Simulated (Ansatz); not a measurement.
A series in volume per atom on SrO

Density functional stress and forces at fixed atoms, pressure and stress positive in compression, spin-unpolarised plane waves. The results are calculated, by Ansatz 0.2.0.

Cell of the first row (space group Fm-3m, No. 225):
```
SrO
1.0
      0.0000     2.4767     2.4767
      2.4767     0.0000     2.4767
      2.4767     2.4767     0.0000
Sr O
1 1
Direct
  0.00000 0.00000 0.00000
  0.50000 0.50000 0.50000
```

Settings of every row: periodic directions 3; functional HSE06; spin orbit no; potentials PAW; wave cutoff 420 eV; k mesh 6x6x6; smearing width 0 eV.

Limits: stress loosely converged.

| row | volume per atom (Å³) | pressure (GPa) |
| --- | --- | --- |
| 1 | 15.192 | 14.3 |
| 2 | 15.273 | 13.5 |
| 3 | 15.397 | 12.4 |
| 4 | 15.672 | 9.9 |
| 5 | 15.92 | 7.8 |
| 6 | 16.291 | 5.1 |
| 7 | 16.854 | 1.4 |
| 8 | 17.171 | -0.3 |
| 9 | 18.222 | -5.1 |
| 10 | 18.492 | ? |
| 11 | 19.315 | -8.6 |

Question: what pressure should row 10 give?

Worked fit of pressure. Take u = (V_r/V)^(2/3) − 1 with V_r = 16.105 Å³ an atom, which is twice the finite (Eulerian) strain; such expansions in the strain, on which the Birch-Murnaghan equation of state is built, carry the rest volume and the bulk modulus. The shown rows have u = 0.03967, 0.03599, 0.03043, 0.01834, 0.00773, -0.00763, -0.02985, -0.04183, -0.07904, -0.11412. Least squares give pressure = 6.45 + 180.6 × u + 429 × u² GPa; a straight line predicts inner rows, each left out in turn, worse (root mean square 0.91 against 0.056 GPa). The rows lie off it by 0.0, 0.0, 0.1, 0.0, -0.1, 0.0, 0.0, 0.1, 0.0, 0.0. The pressure vanishes at u = -0.0394, or V = 17.11 Å³ an atom, and there the bulk modulus with atoms relaxed is B = −V dP/dV = (2/3)(1 + u) dP/du = 94 GPa. The withheld row has u = -0.08802, so the fit gives 6.45 + 180.6 × (-0.08802) + 429 × (-0.08802)² = -6.1 GPa.

The calculation gave -6 GPa. The fit lies 0.1 GPa (0.44 % of the column's range) below it, one unit of the last digit.
